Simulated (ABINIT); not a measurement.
Sn:

```
Sn
1.0
     0.00000    3.23334    3.23334
     3.23334    0.00000    3.23334
     3.23334    3.23334    0.00000
Sn
2
Cartesian
  4.8500 4.8500 4.8500
  3.2333 3.2333 3.2333
```

This isn't the form of Sn at room conditions, which is tetragonal (white tin).

Base run:

| Property | Result |
| --- | --- |
| Program | ABINIT 10.8.3 (patched build) |
| Functional | PBEsol |
| Potentials or basis | Ansatz PAW PBE default generated set, frozen core |
| Cutoff | 327 eV |
| k mesh | 5 × 5 × 5 |
| Occupations | fermi-dirac, width 0.05 eV |
| Spin | no spin polarisation |

Its results: band gap on the k mesh none (metal or under the smearing width); pressure 1.3 GPa.

The run is repeated on the same cell with these changes: potentials or basis from Ansatz PAW PBE default generated set, frozen core to PseudoDojo NC SR PBEsol v0.4.1 standard; cutoff from 327 eV to 871 eV. What comes out?

Band gap on the k mesh none (metal or under the smearing width); pressure 0.8 GPa.

Caveats: the PAW data sets were made with another functional, which shifts forces and pressure a little (some runs).

Not every run made on this cell is shown here.
